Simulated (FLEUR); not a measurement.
## Si: equation of state with SCAN

The system is Si.

```
CELL_PARAMETERS angstrom
0.00000 2.72185 2.72185
2.72185 0.00000 2.72185
2.72185 2.72185 0.00000
ATOMIC_POSITIONS crystal
Si 0.50000 0.50000 0.50000
Si 0.75000 0.75000 0.75000
```

```
Program                  : FLEUR MaX-R8.1 (later development tree)
Task                     : equation of state
Functional               : SCAN
Potentials or basis      : all-electron
Basis                    : FLAPW
Kmax                     : 4.9 1/bohr
k mesh                   : 8 × 8 × 8
Occupations              : fermi-dirac, width 0.05 eV
Spin                     : no spin polarisation
Gmax                     : 15.2 1/bohr
Muffin-tin radii         : Si 2.0 bohr
lmax                     : Si 8
lnonsphr                 : Si 8
Local orbitals a species : Si 4
```

```json
{"Equilibrium volume": "20.05 Å³/atom", "Bulk modulus": "99 GPa"}
```

Energy against volume, from the lowest point:
```tsv
volume (Å³/atom)	energy (meV/atom)
18.955	20.13
19.358	7.61
20.165	0.00
20.971	11.92
21.375	23.99
```

Caveat: the meta-GGA is that of a development version, with a GGA for the radial functions and cores and without core tails.
